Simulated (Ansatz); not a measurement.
# Te (trigonal tellurium): energy against volume

Level of theory: DFT, r2SCAN, plane waves (500 eV) with PAW, scalar-relativistic in Ansatz 0.2.0. The PAW files were generated under PBE, with cores re-solved for the functional.

The cell is scaled uniformly from the relaxed one, with fractional coordinates and shape fixed. Energies are extrapolated to zero smearing, pressures are those at the given smearing. Because the bonds are stretched with the cell, B₀ of this curve lies above the true bulk modulus of such a structure. Magnetic state: spin not included.

A Birch-Murnaghan fit gives V₀ = 36.47 Å³/atom, B₀ = 44 GPa, B₀′ = 4.6.

**Question.** What are the energy above the minimum and the pressure at 32.093 Å³/atom?

**Answer.** 91.9 meV/atom and 7.58 GPa as computed.

**Question.** What are the energy above the minimum and the pressure at 33.552 Å³/atom?

**Answer.** 37.6 meV/atom and 4.47 GPa as computed.

**Question.** What are the energy above the minimum and the pressure at 37.928 Å³/atom?

**Answer.** 7.5 meV/atom and -1.59 GPa as computed.
